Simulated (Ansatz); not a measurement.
S: the change of energy less free atoms and pressure with volume scale

All results are calculated (Ansatz 0.2.0). Periodic Kohn-Sham DFT of a crystal at fixed atoms, scaled to volume_scale times the given cell; pressure positive in compression, energy less spherical unpolarised free atoms, largest_vzz the field gradient of largest size among the nuclei.

The cell before it is scaled or strained (space group Pm-3m, No. 221):
```
S
1.0
      2.5808     0.0000     0.0000
      0.0000     2.5808     0.0000
      0.0000     0.0000     2.5808
S
1
Direct
  0.00000 0.00000 0.00000
```

Settings of every row: method all-electron LAPW; functional PBE; relativity scalar; k mesh 16x16x16; filling fermi-dirac; smearing width 0.08 eV; basis error target 1 meV/atom; nucleus gaussian.

Atom start moment: 0 on all atoms.

Limits: the cell comes from a prototype or a list of computed structures and needn't be the stable phase.

```
row  volume scale  V (Å³/atom)  energy less free atoms (eV/atom)  pressure (GPa)
  1          0.96       16.502                           -3.4897           3.731
  2          0.98       16.846                                 ?               ?
  3             1       17.189                           -3.4975           0.013
  4          1.02       17.533                           -3.4958          -1.576
  5          1.04       17.877                           -3.4908          -3.008
```

Question: what energy less free atoms and pressure should row 2 give?

Worked fit of energy less free atoms. Take u = (V_r/V)^(2/3) − 1 with V_r = 17.361 Å³ an atom, which is twice the finite (Eulerian) strain; such expansions in the strain, on which the Birch-Murnaghan equation of state is built, carry the rest volume and the bulk modulus. The shown rows have u = 0.03441, 0.00666, -0.00655, -0.01934. Least squares give energy less free atoms = −3.49708 − 0.1306 × u + 10.029 × u² eV/atom; a straight line predicts inner rows, each left out in turn, worse (root mean square 0.0044 against 1.3e-05 eV/atom). All shown rows lie on it to the printed digit. Its lowest point lies at u = 0.0065, or V = 17.19 Å³ an atom, and the curvature there gives the bulk modulus at fixed shape and fractions, B = (4/9)(1 + u)² E″(u)/V = 84.2 GPa. The withheld row has u = 0.02028, so the fit gives −3.49708 − 0.1306 × (0.02028) + 10.029 × (0.02028)² = -3.4956 eV/atom.

The calculation gave -3.4956 eV/atom. The fit meets it to the printed digit.

Worked fit of pressure. Take u = (V_r/V)^(2/3) − 1 with V_r = 17.361 Å³ an atom, which is twice the finite (Eulerian) strain; such expansions in the strain, on which the Birch-Murnaghan equation of state is built, carry the rest volume and the bulk modulus. The shown rows have u = 0.03441, 0.00666, -0.00655, -0.01934. Least squares give pressure = −0.8027 + 120.392 × u + 330.1 × u² GPa; a straight line predicts inner rows, each left out in turn, worse (root mean square 0.15 against 0.0022 GPa). The rows lie off it by 0.000, -0.001, 0.001, 0.000. The pressure vanishes at u = 0.0065, or V = 17.19 Å³ an atom, and there the bulk modulus at fixed shape and fractions is B = −V dP/dV = (2/3)(1 + u) dP/du = 83.7 GPa. The withheld row has u = 0.02028, so the fit gives −0.8027 + 120.392 × (0.02028) + 330.1 × (0.02028)² = 1.775 GPa.

The calculation gave 1.776 GPa. The fit lies 0.001 GPa (0.015 % of the column's range) below it, one unit of the last digit.
